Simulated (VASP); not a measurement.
Consider the following.

```yaml
crystal:
  lattice:
    - [1.81632, -3.14595, 0.00000]
    - [1.81632, 3.14595, 0.00000]
    - [0.00000, 0.00000, 3.86620]
  atoms:
    - { symbol: Li, position: [0.33333, 0.66667, 0.00000] }
    - { symbol: Li, position: [0.66667, 0.33333, 0.00000] }
    - { symbol: Li, position: [0.00000, 0.00000, 0.50000] }
    - { symbol: N, position: [0.00000, 0.00000, 0.00000] }
```

Method: PBE GGA, VASP's PBE PAW potentials (set 64) (plane waves; VASP). Numerical set-up: 520 eV cut-off, 8×8×7 Γ-centred mesh, tetrahedra with Blöchl corrections, potentials Li_sv N.

Estimate the energy per atom (σ→0).

| Quantity | Result |
|---|---|
| energy per atom (σ→0) | -3.907 eV/atom |

The absolute energy has meaning only against runs of the same code, potentials and settings.

The compound is Li3N in the alpha structure. It was relaxed first.
